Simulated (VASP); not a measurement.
VASP 6.6.1 run: LiH

INCAR

```
LREAL = .FALSE.
GGA = PE
NBANDS = 9
LASPH = .TRUE.
PREC = Accurate
ENCUT = 520
ISIF = 2
LWAVE = .FALSE.
IBRION = -1
ISYM = -1
ISMEAR = -1
LCHARG = .FALSE.
EDIFF = 1E-7
SIGMA = 0.02
NSW = 0
NELM = 120
```

KPOINTS

```
KPOINTS created by Atomic Simulation Environment
0
Gamma
4 4 4
0 0 0
```

POSCAR

```
Li H
 1.0000000000000000
    -0.0000000000000000    2.1451220115935112    2.1451220115935112
     2.1451220115935112   -0.0000000000000000    2.1451220115935112
     2.1451220115935112    2.1451220115935112   -0.0000000000000000
 Li  H
   1   1
Cartesian
 -0.0000000000000000 -0.0000000000000000 -0.0000000000000000
  1.0725610057967556  1.0725610057967556  1.0725610057967556
```

The recommended PBE PAW datasets give the neutral cell 4 valence electrons.

Command

```
mpirun -np 1 vasp_std
```

Task: How does this run end, and what does it give?

Result: It converged. Results: gap between bands v and c on the k mesh 4.20 eV; least direct gap on the k mesh 5.27 eV; pressure -0.3 GPa. Band v is the last that the valence electrons fill when counted band by band, and c is the next.

OSZICAR

```
N       E                     dE             d eps       ncg     rms          rms(c)
DAV:   1    -0.132155491627E+01   -0.13216E+01   -0.12926E+03  1160   0.397E+02
DAV:   2    -0.628237757824E+01   -0.49608E+01   -0.49376E+01  1561   0.548E+01
DAV:   3    -0.637494032955E+01   -0.92563E-01   -0.92528E-01  1385   0.644E+00
DAV:   4    -0.637568700368E+01   -0.74667E-03   -0.74655E-03  1493   0.521E-01
DAV:   5    -0.637569608205E+01   -0.90784E-05   -0.90783E-05  1378   0.423E-02    0.330E+00
DAV:   6    -0.610459660878E+01    0.27110E+00   -0.25440E-01  1210   0.143E+00    0.161E+00
DAV:   7    -0.602896969983E+01    0.75627E-01   -0.28171E-01  1232   0.171E+00    0.287E-01
DAV:   8    -0.603429571264E+01   -0.53260E-02   -0.11612E-02  1292   0.556E-01    0.507E-02
DAV:   9    -0.603427470784E+01    0.21005E-04   -0.22464E-04  1463   0.729E-02    0.976E-03
DAV:  10    -0.603427670551E+01   -0.19977E-05   -0.10546E-05  1293   0.223E-02    0.546E-03
DAV:  11    -0.603427639062E+01    0.31489E-06   -0.19095E-06  1460   0.428E-03    0.854E-04
DAV:  12    -0.603427661251E+01   -0.22189E-06   -0.45874E-08  1079   0.158E-03    0.545E-04
DAV:  13    -0.603427656175E+01    0.50764E-07   -0.76909E-09   688   0.470E-04
   1 F= -.60342766E+01 E0= -.60342766E+01  d E =-.189015E-13
```

Standard output (part)

```
POSCAR found type information on POSCAR LiH
 POSCAR found :  2 types and       2 ions
 LDA part: xc-table for (Slater+PW92), standard interpolation
 POSCAR, INCAR and KPOINTS ok, starting setup
 WAVECAR not read
 entering main loop
```

For comparison, a separate PBE run of the intended cell, on usual settings and not on those above, gives a gap of 4.24 eV on its mesh and a pressure of -0.2 GPa.
